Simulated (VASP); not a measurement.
Input of a VASP 6.6.1 run:

Contents of INCAR:

```
PREC     = Accurate       # precision mode
ENCUT    = 600            # plane-wave cutoff, eV
EDIFF    = 1E-6           # SCF threshold, eV
ISMEAR   = 0              # smearing method
SIGMA    = 0.03           # smearing width, eV
LREAL    = False          # projectors in reciprocal space
LASPH    = True           # aspherical terms in the spheres
NELM     = 80             # most SCF steps
ALGO     = Normal         # electronic algorithm
ISIF     = 3              # what is computed and relaxed
LWAVE    = False          # write WAVECAR
LCHARG   = False          # write CHGCAR
IBRION   = 2              # ionic algorithm
NSW      = 90             # ionic steps
EDIFFG   = -0.01          # ionic threshold
PSTRESS  = 17.0
```

Contents of KPOINTS:

```
regular mesh
0
Gamma
  6 6 6
```

File POSCAR:

```
CsPbBr3
1.0
    5.6050000000      0.0000000000      0.0000000000
    0.0000000000      5.6050000000      0.0000000000
    0.0000000000      0.0000000000      5.6050000000
Cs Pb Br
1 1 3
Direct
    0.0000000000      0.0000000000      0.0000000000
    0.5000000000      0.5000000000      0.5000000000
    0.0000000000      0.5000000000      0.5000000000
    0.5000000000      0.0000000000      0.5000000000
    0.5000000000      0.5000000000      0.0000000000
```

Potentials or basis: VASP PAW LDA potentials, release 64 (Cs_sv, Pb_d, Br).

Command:

```console
$ cat potpaw_LDA.64/Cs_sv/POTCAR potpaw_LDA.64/Pb_d/POTCAR potpaw_LDA.64/Br/POTCAR > POTCAR
$ mpirun -np 1 vasp_std > vasp.out
```

Question: Predict the relaxed volume.

Answer: 36.34 Å³/atom.

Question: Estimate the space group after relaxing (to 0.05 Å).

Answer: Pm-3m (No. 221).

Question: What does it give for the band gap on the k mesh?

Answer: 0.86 eV, direct.

Step by step:
| step | energy change (eV) | largest force (eV/Å) | pressure (GPa) | volume (Å³) |
| --- | --- | --- | --- | --- |
| 1 | 0.0000 | 0.0000 | 2.82 | 176.09 |
| 2 | -0.0861 | 0.0000 | 1.56 | 182.43 |
| 3 | -0.0785 | 0.0000 | 1.70 | 181.69 |

Caveat: the cell is relaxed towards a set pressure, so the enthalpy falls and the energy may rise; spin-orbit coupling is left out, which as a rule narrows the gap of such compounds by several tenths of an eV. Expect the measured gap to be larger: semilocal functionals such as LDA lack the derivative discontinuity.
